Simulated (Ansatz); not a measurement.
## CaO (Fm-3m) at 2 levels of theory

One geometry, relaxed with PBE; plane waves with PAW potentials in Ansatz, scalar-relativistic. No spin polarisation. Gaps are the least over mesh and band path; pressure is positive in compression.

```yaml
crystal:
  lattice:
    - [0.00000, 2.41552, 2.41552]
    - [2.41552, 0.00000, 2.41552]
    - [2.41552, 2.41552, 0.00000]
  atoms:
    - { symbol: Ca, position: [0.00000, 0.00000, 0.00000] }
    - { symbol: O, position: [0.50000, 0.50000, 0.50000] }
```

```json
{"level": "PBE", "cutoff (eV)": "420", "k mesh": "8×8×8", "gap (eV)": "3.66", "pressure (GPa)": "0.0"}
```

Problem. What comes out on the same cell with r2SCAN?

Solution.
| level | cutoff (eV) | k mesh | gap (eV) | pressure (GPa) |
| --- | --- | --- | --- | --- |
| r2SCAN | 500 | 8×8×8 | 4.20 | -2.5 |

The cell was reached from a generator's guess, though it ends in a space group that the Crystallography Open Database lists for this formula.
